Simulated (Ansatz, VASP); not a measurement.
**SiW in VASP and in Ansatz**

```
CELL_PARAMETERS angstrom
0.00000 2.76318 2.76318
2.76318 0.00000 2.76318
2.76318 2.76318 0.00000
ATOMIC_POSITIONS crystal
W 0.00000 0.00000 0.00000
Si 0.25000 0.25000 0.25000
```

Alike in both runs: functional PBEsol; k mesh 14 × 14 × 14; occupations gaussian, width 0.1 eV; no spin polarisation.

Ansatz relaxed the structure, and its values are those at the end. VASP's run is a single point on that final structure, the one shown.

```csv
,VASP,Ansatz
version,VASP 6.6.1,Ansatz 0.2.0
potentials or method,"VASP PAW PBE potentials, release 64 (W_sv, Si)","scalar-relativistic, plane waves, PAW"
plane-wave cutoff (eV),520,420
valence electrons in the cell,18,18
```

```tsv
	VASP	Ansatz	Ansatz less VASP
gap on the k mesh at the Fermi level (eV)	none	none	-
pressure (GPa)	0.1	0.0	-0.15
```

A gap of «none» marks a metal or a gap that the smearing closes.

Caveats: the PAW data sets were made with another functional, which shifts forces and pressure a little (VASP). The runs have no spin-orbit coupling, so splittings on W are missing.
